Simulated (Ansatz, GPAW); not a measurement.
# CaSe with GLLB-SC from a Python script

These are simulated results from GPAW 26.7.0, not measurements. The cell was built from a prototype and was relaxed with r2SCAN in plane waves (Ansatz 0.2.0). Not every such cell is a known phase. All runs are without spin polarisation.

The symmetry is Fm-3m (No. 225, cubic); conventional cell a = 5.935 Å, 26.13 Å³ an atom. Around Ca lie 6 Se at 2.97 Å; around Se lie 6 Ca at 2.97 Å.

GLLB-SC is a model potential. Its fundamental gap is the Kohn-Sham gap plus a derivative discontinuity, which the script evaluates at the band edges among the listed k points. Its total energy isn't variational and serves nothing here.

run.py reads:

```python
import json
from ase import Atoms
from gpaw import GPAW, PW, FermiDirac

atoms = Atoms(['Ca', 'Se'],
              cell=[[0.0, 2.967535, 2.967535], [2.967535, 0.0, 2.967535], [2.967535, 2.967535, 0.0]],
              scaled_positions=[[-0.0, 0.0, 0.0], [0.5, 0.5, 0.5]],
              pbc=True)
calc = GPAW(mode=PW(400), xc='GLLBSC', kpts={'size': (6, 6, 6), 'gamma': True},
            occupations=FermiDirac(0.02), maxiter=100, legacy_gpaw=True, txt='gpaw.txt')
atoms.calc = calc
res = {'energy': atoms.get_potential_energy(force_consistent=True)}
res['electrons'] = calc.get_number_of_electrons()
res['k'] = calc.get_ibz_k_points().tolist()
res['levels'] = [calc.get_eigenvalues(kpt=i).tolist() for i in range(len(res['k']))]
points = [[0.0, 0.0, 0.0], [0.5, 0.0, 0.5], [0.625, 0.25, 0.625], [0.375, 0.375, 0.75], [0.5, 0.5, 0.5], [0.5, 0.25, 0.75], [0.0, 0.5, 0.5]]
bands = calc.fixed_density(kpts=points, symmetry='off', nbands=round(res['electrons']) // 2 + 6, convergence={'bands': -2}, txt='bands.txt')
res['points'] = [bands.get_eigenvalues(kpt=i).tolist() for i in range(len(points))]
homo, lumo = bands.get_homo_lumo()
potential = calc.hamiltonian.xc.response.calculate_discontinuity_potential(homo, lumo)
res['discontinuity'] = bands.hamiltonian.xc.response.calculate_discontinuity(potential)
json.dump(res, open('results.json', 'w'))
print('free energy (eV):', round(res['energy'], 5))
```

Command: `python run.py`. It took 10 s on 1 thread of Arm Neoverse V1 (shared host), peak memory 0.14 GiB.

The log gpaw.txt, trimmed of paths, versions and times, then the last line on the terminal. An iter line gives the energy in eV and the logarithms of the changes of orbitals (plane waves alone) and density (c: converged):

```
___ ___ ___ _ _ _
 |   |   |_  | | | |

 | | | | | . | | | |

 |__ |  _|___|_____|  26.7.0
 |___|_|

Input parameters:
  kpts: {gamma: True,
         size: (6, 6, 6)}
  maxiter: 100
  mode: {ecut: 400.0,
         name: pw}
  occupations: {fixmagmom: False,
                name: fermi-dirac,
                width: 0.02}
  xc: GLLBSC

System changes: positions, numbers, cell, pbc, initial_charges, initial_magmoms

Initialize ...

species:
  Ca:
    name:    Calcium
    Z:       20.0
    valence: 10
    core:    10
    charge:  0.0  # [|e|]
    compensation charges:
      type: gauss
      rc: 0.37  # [Å]
      lmax: 2
    cutoffs:
      filter: 2.10  # [Å]
      core: 1.17  # [Å]
    projectors
    | kind |    occ | energy [eV] | rcut [Å] |

    |------|--------|-------------|----------|

    |   3s |  2.000 |     -47.199 |    1.175 |

    |   4s |  2.000 |      -5.401 |    1.175 |

    |   3p |  6.000 |     -27.958 |    1.154 |

    |    p |        |      -0.747 |    1.154 |

    |    d |        |       0.000 |    0.937 |

    Using partial waves for Ca as LCAO basis

  Se:
    name:    Selenium
    Z:       34.0
    valence: 6
    core:    28
    charge:  0.0  # [|e|]
    compensation charges:
      type: gauss
      rc: 0.27  # [Å]
      lmax: 2
    cutoffs:
      filter: 1.77  # [Å]
      core: 2.61  # [Å]
    projectors
    | kind |    occ | energy [eV] | rcut [Å] |

    |------|--------|-------------|----------|

    |   4s |  2.000 |     -19.929 |    0.847 |

    |   4p |  4.000 |      -9.440 |    1.005 |

    |    s |        |       7.282 |    0.847 |

    |    p |        |      17.771 |    1.005 |

    |    d |        |       0.000 |    0.847 |

    Using partial waves for Se as LCAO basis

Reference energy: -84544.741512  # eV

Spin-paired calculation

Convergence criteria:
 Maximum [total energy] change in last 3 cyles: 0.0005 eV / valence electron
 Maximum integral of absolute [dens]ity change: 0.0001 electrons / valence electron
 Maximum integral of absolute [eigenst]ate change: 4e-08 eV^2 / valence electron
 Maximum number of scf [iter]ations: 100
 (Square brackets indicate name in SCF output, whereas a 'c' in
 the SCF output indicates the quantity has converged.)

Symmetries present (total): 48

  ( 1  0  0)  ( 1  0  0)  ( 1  0  0)  ( 1  0  0)  ( 1  0 -1)  ( 1  0 -1)
  ( 1  0 -1)  ( 1 -1  0)  ( 0  1  0)  ( 0  0  1)  ( 1  0  0)  ( 1 -1  0)
  ( 1 -1  0)  ( 1  0 -1)  ( 0  0  1)  ( 0  1  0)  ( 1 -1  0)  ( 1  0  0)

  ( 1  0 -1)  ( 1  0 -1)  ( 1 -1  0)  ( 1 -1  0)  ( 1 -1  0)  ( 1 -1  0)
  ( 0  1 -1)  ( 0  0 -1)  ( 1  0  0)  ( 1  0 -1)  ( 0 -1  1)  ( 0 -1  0)
  ( 0  0 -1)  ( 0  1 -1)  ( 1  0 -1)  ( 1  0  0)  ( 0 -1  0)  ( 0 -1  1)

  ( 0  1  0)  ( 0  1  0)  ( 0  1  0)  ( 0  1  0)  ( 0  1 -1)  ( 0  1 -1)
  ( 1  0  0)  ( 0  1 -1)  ( 0  0  1)  (-1  1  0)  ( 1  0 -1)  ( 0  1  0)
  ( 0  0  1)  (-1  1  0)  ( 1  0  0)  ( 0  1 -1)  ( 0  0 -1)  (-1  1  0)

  ( 0  1 -1)  ( 0  1 -1)  ( 0  0  1)  ( 0  0  1)  ( 0  0  1)  ( 0  0  1)
  ( 0  0 -1)  (-1  1  0)  ( 1  0  0)  ( 0  1  0)  ( 0 -1  1)  (-1  0  1)
  ( 1  0 -1)  ( 0  1  0)  ( 0  1  0)  ( 1  0  0)  (-1  0  1)  ( 0 -1  1)

  ( 0  0 -1)  ( 0  0 -1)  ( 0  0 -1)  ( 0  0 -1)  ( 0 -1  1)  ( 0 -1  1)
[... 4 lines left out ...]
  ( 0 -1  0)  (-1  0  1)  ( 1 -1  0)  ( 0  0 -1)  ( 0 -1  1)  (-1  0  0)
  ( 1 -1  0)  ( 0  0  1)  ( 0 -1  1)  (-1  0  0)  ( 1 -1  0)  ( 0  0 -1)

  (-1  1  0)  (-1  1  0)  (-1  1  0)  (-1  1  0)  (-1  0  1)  (-1  0  1)
  ( 0  1  0)  ( 0  1 -1)  (-1  0  1)  (-1  0  0)  ( 0  0  1)  ( 0 -1  1)
  ( 0  1 -1)  ( 0  1  0)  (-1  0  0)  (-1  0  1)  ( 0 -1  1)  ( 0  0  1)

  (-1  0  1)  (-1  0  1)  (-1  0  0)  (-1  0  0)  (-1  0  0)  (-1  0  0)
  (-1  1  0)  (-1  0  0)  ( 0  0 -1)  ( 0 -1  0)  (-1  1  0)  (-1  0  1)
  (-1  0  0)  (-1  1  0)  ( 0 -1  0)  ( 0  0 -1)  (-1  0  1)  (-1  1  0)

216 k-points: 6 x 6 x 6 Monkhorst-Pack grid + [1/12,1/12,1/12]
16 k-points in the irreducible part of the Brillouin zone
       k-points in crystal coordinates                weights
   0:     0.00000000    0.00000000    0.00000000          1/216
   1:     0.16666667    0.16666667    0.00000000          6/216
   2:     0.16666667    0.16666667    0.16666667          8/216
   3:     0.33333333    0.16666667    0.16666667         12/216
   4:     0.33333333    0.33333333   -0.33333333         12/216
   5:     0.33333333    0.33333333    0.00000000          6/216
   6:     0.33333333    0.33333333    0.16666667         24/216
   7:     0.33333333    0.33333333    0.33333333          8/216
   8:     0.50000000    0.33333333   -0.33333333         24/216
   9:     0.50000000    0.33333333   -0.16666667         12/216
          ...
  15:     0.50000000    0.50000000    0.50000000          4/216

Wave functions: Plane wave expansion
  Cutoff energy: 400.000 eV
  Number of coefficients (min, max): 941, 960
  Pulay-stress correction: 0.000000 eV/Ang^3 (de/decut=0.000000)
  Using FFTW library
  ScaLapack parameters: grid=1x1, blocksize=None
  Wavefunction extrapolation:
    Improved wavefunction reuse through dual PAW basis

Occupation numbers: Fermi-Dirac:
  width: 0.0200  # eV

Eigensolver
   Davidson(niter=2)

Densities:
  Coarse grid: 20*20*20 grid
  Fine grid: 40*40*40 grid
  Total Charge: 0.000000

Density mixing:
  Method: separate
  Backend: msr1
  Linear mixing parameter: 0.05
  old densities: 10
  Width of damping distribution: 1.1
  Damping of long wavelength oscillations: 20

Hamiltonian:
  XC and Coulomb potentials evaluated on a 40*40*40 grid
  Using the GLLBSC Exchange-Correlation functional
  External potential:
    NoExternalPotential

XC parameters: GLLBSC functional being used consists of
  -----------------------------------------------------------------------
  | Weight | Module     | Description                                   |

  -----------------------------------------------------------------------
  |  1.000 | SCREENING  | GGA_X_PBE_SOL with 2 nearest neighbor stencil |

  |  1.000 | RESPONSE   | eps=0.0500 eV                                 |

  |  1.000 | XC         | GGA_C_PBE_SOL with 2 nearest neighbor stencil |

  -----------------------------------------------------------------------

Memory estimate:
  Process memory now: 110.87 MiB
  Calculator: 10.27 MiB
    Density: 4.07 MiB
      Arrays: 1.59 MiB
      Localized functions: 1.27 MiB
      Mixer: 1.22 MiB
    Hamiltonian: 1.07 MiB
      Arrays: 1.04 MiB
      XC: 0.00 MiB
      Poisson: 0.00 MiB
      vbar: 0.03 MiB
    Wavefunctions: 5.13 MiB
      Arrays psit_nG: 2.11 MiB
      Eigensolver: 0.22 MiB
      Projections: 0.06 MiB
      Projectors: 2.20 MiB
      PW-descriptor: 0.54 MiB

Total number of cores used: 1

Number of atoms: 2
Number of atomic orbitals: 9
Number of bands in calculation: 9
Number of valence electrons: 16
Bands to converge: occupied

... initialized

Initializing position-dependent things.

Density initialized from atomic densities
Creating initial wave functions:
  9 bands from LCAO basis set
Positions:
   0 Ca     0.000000    0.000000    0.000000    ( 0.0000,  0.0000,  0.0000)
   1 Se     2.967535    2.967535    2.967535    ( 0.0000,  0.0000,  0.0000)

Unit cell:
           periodic     x           y           z      points  spacing
  1. axis:    yes    0.000000    2.967535    2.967535    20     0.1713
  2. axis:    yes    2.967535    0.000000    2.967535    20     0.1713
  3. axis:    yes    2.967535    2.967535    0.000000    20     0.1713

  Lengths:   4.196728   4.196728   4.196728
  Angles:   60.000000  60.000000  60.000000

Effective grid spacing dv^(1/3) = 0.1869

iter:   1   -10.754605
iter:   2   -11.267919   -0.74  -1.15
iter:   3   -10.830494   -1.59  -1.08
iter:   4   -10.112486   -1.19  -1.21
iter:   5   -10.126131   -2.51  -1.80
iter:   6   -10.155689   -3.34  -2.00
iter:   7   -10.142364   -3.47  -2.09
iter:   8   -10.157484   -4.25  -2.01
iter:   9   -10.154554   -5.59  -2.07
iter:  10   -10.167155   -3.59  -2.09
iter:  11   -10.162799   -4.63  -2.80
iter:  12   -10.152501   -5.00  -3.05
iter:  13   -10.159435   -4.87  -3.26
iter:  14   -10.157774c  -6.34  -3.69
iter:  15   -10.156282c  -6.48  -3.97
iter:  16   -10.156623c  -7.74c -4.24c

Converged after 16 iterations.

Energy contributions relative to reference atoms: (reference = -84544.741512)

Kinetic:        +38.684326
Potential:      -34.108322
External:        +0.000000
XC:             -14.201368
Entropy (-ST):   -0.000000
Local:           -0.531258
SIC:             +0.000000
--------------------------
Free energy:    -10.156623
Extrapolated:   -10.156623

GLLBSC response reference energy: 3.13246 eV (from HOMO)

Showing only first 2 kpts
 Kpt  Band  Eigenvalues  Occupancy
  0     6      3.13218    2.00000
  0     7      3.13218    2.00000
  0     8      7.11878    0.00000

  1     6      2.81636    2.00000
  1     7      2.81636    2.00000
  1     8      7.98038    0.00000

Fermi level: 3.63965

Gap: 2.841 eV
Transition (v -> c):
  (s=0, k=0, n=7, [0.00, 0.00, 0.00]) -> (s=0, k=12, n=8, [0.50, 0.50, 0.00])
Direct/indirect transitions are different
Direct gap: 3.722 eV
Transition at: (s=0, k=12, n=7, [0.50, 0.50, 0.00])

free energy (eV): -10.15662
```

The gap in the log is over the mesh alone; results.json adds the listed points. GLLB-SC gives a gap of 4.13 eV (2.841 eV Kohn-Sham over the listed points plus 1.286 eV discontinuity). On the same cell, plane-wave PBE (Ansatz, 8×8×8 k points and the special points) gives a gap of 2.06 eV and r2SCAN a gap of 2.52 eV; on shared hosts these took about 2.2 and 5.4 core-seconds on the 2-atom cell, against 10 for the script. Semilocal gaps usually lie below measured ones.

The runs are scalar-relativistic, without spin-orbit coupling.
